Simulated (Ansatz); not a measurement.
Ge under changes of volume

One of the cells (19.416 Å³/atom); the others are scaled copies at fixed shape and fractional positions:

```
Ge
1.0
     0.00000    2.88574    5.11566
     2.63050    0.00000    5.11566
     2.63050    2.88574    0.00000
Ge
4
Cartesian
  2.6305 4.1929 5.1157
  2.6305 1.5786 5.1157
  2.6305 2.8857 2.2318
  2.6305 2.8857 7.9995
```

This isn't the form of Ge at room conditions, which is diamond.

- Program: Ansatz 0.2.0
- Functional: PBEsol
- Potentials or basis: all-electron LAPW, scalar-relativistic
- Cutoff: 268 eV (chosen from the basis error)
- Basis error allowed: 0.001 eV/atom
- k mesh: 7 × 7 × 7
- Occupations: fermi-dirac, width 0.05 eV
- Spin: no spin polarisation

```tsv
volume (Å³/atom)	energy over the lowest point (meV/atom)	pressure (GPa)	largest force (eV/Å)
18.251	0.15	0.9	0.095
18.640	0.00	-0.7	0.076
19.028	3.60	-2.2	0.058
19.416	10.50	-3.5	0.043
19.805	?	?	?
20.193	32.80	-5.7	0.046
20.581	47.64	-6.6	0.048
```

Problem. What does the run at 19.805 Å³/atom give?

Solution. Energy over the lowest point 20.33 meV/atom; pressure -4.6 GPa; largest force 0.044 eV/Å.

Worked out: A Birch-Murnaghan fit of order 3 (a polynomial in V^(-2/3)) to the other rows has its minimum at 18.46 Å³/atom with B0 = V·E''(V) = 77 GPa and B' = 4.5 at fixed shape and positions, which overstates the stiffness. It gives 20.35 meV/atom at 19.805 Å³/atom, against the run's 20.33, and -dE/dV = -4.6 GPa, against -4.6.

Energies are extrapolated to zero smearing.
